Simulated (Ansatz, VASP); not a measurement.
# Cross-check of MoS2 between VASP and Ansatz, part 2 of 2

Aim: how closely do two programs agree when they are given the same cell, functional and k mesh? The cell is taken from a series of runs on this material, whose earlier steps may have relaxed, scaled, displaced or heated it; both programs get it as it stands.

VASP 6.6.1 and Ansatz 0.2.0.

So far: Set-up; VASP: single point, PBE with D3(BJ).

**3. Ansatz: single point, PBE with D3(BJ)**

Level of this step: Ansatz beside VASP: Kohn-Sham DFT, plane waves, PBE with D3(BJ) (Ansatz).

Ansatz runs on its default PAW (the set named soft_2) files.

The same cell, functional, mesh and smearing now go to Ansatz, which takes its cutoff from its data sets.

input.yaml reads:

```yaml
crystal:
  lattice:
    - [8.41349, 0.0, 0.0]
    - [-4.20674, 7.2863, 0.0]
    - [0.0, 0.0, 33.155]
  atoms:
    - { symbol: Mo, position: [0.00694, 0.01387, 0.72076] }
    - { symbol: S, position: [0.24522, 0.20437, 0.76775] }
    - { symbol: S, position: [0.24497, 0.20434, 0.67401] }
    - { symbol: Mo, position: [0.43577, 0.15668, 0.72075] }
    - { symbol: S, position: [0.67392, 0.3471, 0.76764] }
    - { symbol: S, position: [0.6735, 0.34706, 0.67356] }
    - { symbol: Mo, position: [0.29281, 0.44257, 0.72073] }
    - { symbol: S, position: [0.53097, 0.63273, 0.76774] }
    - { symbol: S, position: [0.53105, 0.63291, 0.67378] }
    - { symbol: Mo, position: [0.14993, 0.7281, 0.72074] }
    - { symbol: S, position: [0.38802, 0.91853, 0.7678] }
    - { symbol: S, position: [0.3883, 0.91846, 0.67411] }
    - { symbol: Mo, position: [0.8642, 0.29959, 0.72059] }
    - { symbol: S, position: [0.10208, 0.48985, 0.76768] }
    - { symbol: S, position: [0.10257, 0.4902, 0.67373] }
    - { symbol: Mo, position: [0.72125, 0.58505, 0.72069] }
    - { symbol: S, position: [0.95932, 0.77564, 0.76773] }
    - { symbol: S, position: [0.95935, 0.77579, 0.67391] }
    - { symbol: Mo, position: [0.5787, 0.87091, 0.72078] }
    - { symbol: S, position: [0.81671, 0.06181, 0.76772] }
    - { symbol: S, position: [0.81653, 0.0613, 0.67376] }
kpoints:
  mp_grid: { grid: [3, 3, 1] }
hamiltonian:
  xc: pbe
  dispersion: d3bj
scf:
  occupations: { method: fermi_dirac, width: 0.1 }
output:
  forces: true
  eigenvalues: true
  write_density: true
  write_potential: true
  volumetric_format: npy
```

The run is started by

```sh
> ansatz run input.yaml --threads 11 --pin off --max-ram 102400MiB --backend cuda --events-out ev --progress --plain --runs-dir out
```

Numbers of over 12 decimals in the logs are rounded to 6 here.

The program printed:

```text
Engine: ansatz 0.2.0, x86_64-unknown-linux-gnu
Pseudopotentials: kind: paw
Pseudopotential: Mo, paw, valence charge 14, recommended cutoff 420 eV (normal), Mo.paw.azcp
Pseudopotential: S, paw, valence charge 6, recommended cutoff 420 eV (normal), S.paw.azcp
Functional definition: PBE
  parameter kappa = 0.804
  parameter beta = 0.066725
  exchange = pbe_x(kappa = kappa, mu = beta*pi^2/3)
  correlation = pbe_c(beta = beta)
device memory: the entry about to start is reckoned to put 15.2 GiB on a device that reports 78.6 GiB free
GPU FFT provider: cuFFT
GPU libraries: cuBLAS 13.8.2, cuFFT 12.4.0, cuSOLVER 12.3.4
Crystal: 21 atoms, lattice volume = 2032.508 Å³
Basis set: ecut = 420 eV, 39621 PW (Γ), exchange–correlation on 120×120×450 points (8 copies of the dense FFT grid, shifted against one another)
Bands: 112, of which v1, the nominal top of the filled ones, is band 91 counted from 1 (90 counted from 0)
Symmetry: 1 space group operations
Space group: P1 (ITA 1), of the structure as read, at distance tolerance 1.3e-4 Å
k-points: 5 of 9 (time reversal used)
Non-local potential: Mo, projectors of the file, l = 0: 3, l = 1: 2, l = 2: 2, l = 3: 1
Non-local potential: S, projectors of the file, l = 0: 2, l = 1: 2, l = 2: 2
PAW form: soft (Blöchl's): semilocal exchange-correlation on the pseudo side does not see the compensation charge
PAW one-centre angular grid: Mo, 590 points (default); XC on 64 Gauss nodes
PAW one-centre angular grid: S, 110 points (default); XC on 64 Gauss nodes
Initial density: superposition of atomic densities (neutral atoms: chi_scale 0, normalization atom), corrected by the library's trained network
Initial wavefunctions: pseudopotential atomic-orbital guess
GPU buffer pool allocated for 810000 grid points (all kernels)
GPU transforms: local potential and band sums: pruned to the plane-wave sphere, on 60×60×225
Functional: x = pbe(κ = 0.804, μ = 0.219515), c = pbe(β = 0.066725)
SCF iter   1: F=—  HF=-47346.241767 eV  |F-HF|=—  |Δ(HF+E_count)|=         —  Δρ=2.35e-3  dr2=3.85e-2  ethr=1.77e-3  ⟨swp⟩=8.8  Hψ=2851  notcnv=0
preconditioner: auto → Resta (q_TF=auto, 1.825 Å⁻¹)  ε∞=2.5  [insulator: Δε(μ)=1.631 eV  Ē_g=7.663 eV  σ=0.100 eV  W_gap=1.00  n_scr=228 (ndim 8)  ℏωp=9.2 eV  f_vac=0.786  D(μ)=0.00/eV (n_scr^D=0)  ε∞_Penn≈2.5  vacuum switching on, ρ_ref=4.3e-3 e/Å³]
SCF iter   2: F=—  HF=-47346.285741 eV  |F-HF|=—  |Δ(HF+E_count)|=   4.40e-2  Δρ=1.36e-3  dr2=2.38e-2  ethr=2.11e-5  ⟨swp⟩=2.0  Hψ=1100  notcnv=0
SCF iter   3: F=—  HF=-47346.301402 eV  |F-HF|=—  |Δ(HF+E_count)|=   1.57e-2  Δρ=8.99e-4  dr2=2.26e-2  ethr=1.31e-5  ⟨swp⟩=2.2  Hψ=876  notcnv=0
SCF iter   4: F=—  HF=-47346.304930 eV  |F-HF|=—  |Δ(HF+E_count)|=   3.53e-3  Δρ=6.69e-5  dr2=1.71e-4  ethr=1.24e-5  ⟨swp⟩=2.0  Hψ=763  notcnv=0
SCF iter   5: F=—  HF=-47346.304612 eV  |F-HF|=—  |Δ(HF+E_count)|=   3.18e-4  Δρ=7.25e-5  dr2=3.16e-4  ethr=9.38e-8  ⟨swp⟩=2.8  Hψ=1047  notcnv=0
SCF iter   6: F=—  HF=-47346.304606 eV  |F-HF|=—  |Δ(HF+E_count)|=   6.50e-6  Δρ=1.69e-5  dr2=1.57e-5  ethr=9.38e-8  ⟨swp⟩=2.0  Hψ=758  notcnv=0
SCF iter   7: F=—  HF=-47346.304515 eV  |F-HF|=—  |Δ(HF+E_count)|=   9.03e-5  Δρ=1.06e-5  dr2=1.75e-5  ethr=8.64e-9  ⟨swp⟩=2.2  Hψ=808  notcnv=0
SCF iter   8: F=—  HF=-47346.304514 eV  |F-HF|=—  |Δ(HF+E_count)|=   1.84e-6  Δρ=3.52e-6  dr2=3.90e-7  ethr=8.64e-9  ⟨swp⟩=2.0  Hψ=730  notcnv=0
SCF iter   9: F=-47346.304514 eV  HF=-47346.304514 eV  |F-HF|=3.68e-8  |Δ(HF+E_count)|=   2.16e-7  Δρ=1.22e-6  dr2=5.16e-8  ethr=5.49e-11  ⟨swp⟩=14.6  Hψ=5039  notcnv=0
SCF 1 converged in 9 iterations: F = -47346.304514 eV  dr2 = 5.16e-8
  greatest PAW one-centre occupation: 0.998 electrons in one spin orbital (limit 2), on the Mo atom at site 0 (counted from 0), in its partial waves of l = 0
SCF converged after 9 iterations
Free energy (F): -47346.304514 eV
Harris-Foulkes:  -47346.304514 eV  (|F-HF|=3.68e-8)
Internal energy: -47346.304109 eV  (E = F + TS)
E sigma→0 (E₀):  -47346.304311 eV
Entropy (-TS):   -0.000405 eV (-0.019 meV/atom)
Fermi energy:    -2.099569 eV
--- Per-component energies (eV) ---
  E_band       = -3491.555353
  E_kinetic    = 4588.498958
  E_local      = -216935.693092  (includes V_loc(G=0)·N_el)
  E_nonlocal   = 1393.719280
  E_hartree    = 105683.782881
  E_xc         = -2647.739541
  E_vxc        = -2832.411033  (∫ρ·V_xc dr)
  E_paw        = -30810.590585  (= ΣΔE_a)
  E_vpaw       = -1073.232523  (= ΣTr[D̂ρ^β])
  E_aug_tail   = 0.000288  (compensation charges beyond the density's cutoff)
  E_ewald      = 91388.321838
  E_disp       = -6.604136  (pairwise vdW)
  E_smearing   = -0.000405  (= −TS)
  E_closure    = 0.000000  (closes the sum)
  Σ components = -47346.304514   (vs F -47346.304514, Δ=0.00e0)
--- Forces (eV/Å), atoms counted from 1 ---
  atom   1  Mo    -0.00022673    -0.00586249     0.06859235
  atom   2  S     -0.00176697     0.00216443     0.01553501
  atom   3  S      0.02045588    -0.00625960    -0.13325317
  atom   4  Mo    -0.00375722     0.02190409     0.05883612
  atom   5  S      0.00147020     0.00307066     0.02539349
  atom   6  S      0.00126845    -0.00221758     0.01897042
  atom   7  Mo     0.00916447     0.00043631     0.05926154
  atom   8  S     -0.00037583     0.00019465     0.01667126
  atom   9  S     -0.01546863     0.00025673    -0.04638191
  atom  10  Mo    -0.00820027    -0.02007295     0.08192425
  atom  11  S      0.00463625    -0.00001599     0.00747151
  atom  12  S     -0.01894899     0.00659819    -0.17722268
  atom  13  Mo    -0.00626351    -0.00047721     0.05131581
  atom  14  S     -0.00166660     0.00183706     0.01643519
  atom  15  S     -0.00780172     0.00622268    -0.04761355
  atom  16  Mo     0.00426049    -0.00453424     0.03964145
  atom  17  S     -0.00186544    -0.00251630     0.01563566
  atom  18  S      0.01547500     0.00391930    -0.09908761
  atom  19  Mo     0.00782422    -0.00000241     0.06464617
  atom  20  S     -0.00136070     0.00053379     0.01393777
  atom  21  S      0.00314781    -0.00517903    -0.05064396
  max |Σ_I F_I| component: 6.51e-5 eV/Å
--- Band table (eV; the first three rows and the last of 5) ---
  k-point 0: bands = [... 87 lower, -3.6804, -3.6766, -3.6747, -2.9451, -0.8053, -0.8037, -0.8028, -0.7976, ... 17 higher]
  k-point 1: bands = [... 87 lower, -3.5599, -3.3973, -3.2622, -3.0875, -0.9363, -0.9068, -0.8898, -0.8403, ... 17 higher]
  k-point 2: bands = [... 87 lower, -3.5599, -3.3973, -3.2623, -3.0876, -0.9366, -0.9064, -0.8899, -0.8403, ... 17 higher]
  k-point 4: bands = [... 87 lower, -3.5598, -3.3973, -3.2623, -3.0876, -0.9369, -0.9063, -0.8898, -0.8404, ... 17 higher]
```

Reading the cycles: dr2 is the Hartree energy of the density residual (eV), the measure of convergence; HF is the Harris–Foulkes estimate of the energy, which meets the free energy F at convergence.

**4. Side by side**

Known differences besides the potentials themselves: the cutoff is 420 eV in Ansatz and 400 eV in VASP. Total energies have different zeros and are not compared.

Both answers:

```
              quantity  Ansatz   VASP  difference
gap on the k mesh (eV)   1.641  1.653      -0.012
```

Forces on 7 of the 21 atoms, those with the largest forces and the largest differences (eV/Å; atoms numbered as in POSCAR):

```
atom         Ansatz x, y, z           VASP x, y, z
 Mo1   0.000, -0.006, 0.069   0.000, -0.006, 0.068
 Mo2   -0.004, 0.022, 0.059   -0.004, 0.022, 0.059
 Mo4  -0.008, -0.020, 0.082  -0.008, -0.020, 0.082
 Mo7    0.008, 0.000, 0.065    0.008, 0.000, 0.064
  S9  0.020, -0.006, -0.133  0.020, -0.006, -0.124
 S15  -0.019, 0.007, -0.177  -0.019, 0.007, -0.168
 S19   0.015, 0.004, -0.099   0.015, 0.004, -0.090
```

The forces differ by 4.1 meV/Å r.m.s., which is 10.9 % of the r.m.s. force of 0.037 eV/Å (both taken over all components). A gap on the mesh is an upper bound, since the band edges may lie between its points. Where the cell holds vacuum, a pressure given here is an average over it and none of the material.

**5. Outcome**

| Property | Result |
| --- | --- |
| r.m.s. force difference (single point, PBE with D3(BJ)) | 4.1 meV/Å |

What this shows: The r.m.s. force difference is 4.1 meV/Å (single point, PBE with D3(BJ)), within the 12 meV/Å picked in this series as the mark of a large difference. Such differences can come from data sets, numerical settings and the points named under the comparisons, not from the functional's error against experiment.

[Lines on the potential files, build, host, timing and source positions are cut from VASP's logs without a mark.]

[Logs are printed without paths, hosts, clocks, repeated set-up lines and the standing remarks that a program may print on its own settings, such as how far it seeks lower states.]

[Hosts, paths, dates, database ids (printed as entryN), source tags and the programs' standing remarks are cut or masked in the printed files.]
